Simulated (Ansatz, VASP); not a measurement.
**KF: VASP beside Ansatz**

```xyz
2
Lattice="3.2149 0.0000 0.0000 0.0000 3.2149 0.0000 0.0000 0.0000 3.2149" Properties=species:S:1:pos:R:3 pbc="T T T"
K     0.0000    0.0000    0.0000
F     1.6075    1.6075    1.6075
```

Change from the starting cell: volume scaled by 0.96, PAW files.

Alike in both runs: task electric field gradients; functional LDA; k mesh 9 × 9 × 9; occupations fermi-dirac, width 0.02 eV; no spin polarisation.

|  | VASP | Ansatz |
| --- | --- | --- |
| version | VASP 6.6.1 | Ansatz 0.2.0 |
| potentials or method | VASP PAW LDA potentials, release 64 (K_sv, F) | PAW with Ansatz's default frozen-core files, scalar-relativistic |
| plane-wave cutoff (eV) | 520 | 420 |
| valence electrons in the cell | 16 | 16 |

|  | VASP | Ansatz | Ansatz less VASP |
| --- | --- | --- | --- |
| gap on the k mesh at the Fermi level (eV) | 6.21 | 6.22 | +0.015 |
| pressure (GPa) | -4.7 | -4.8 | -0.12 |
| Vzz of the field gradient on the site that differs most (V/Å²) | 0.0 | 0.0 | 0.00 |

Caveats: an odd mesh through Γ misses points on the zone boundary, where band edges often lie.
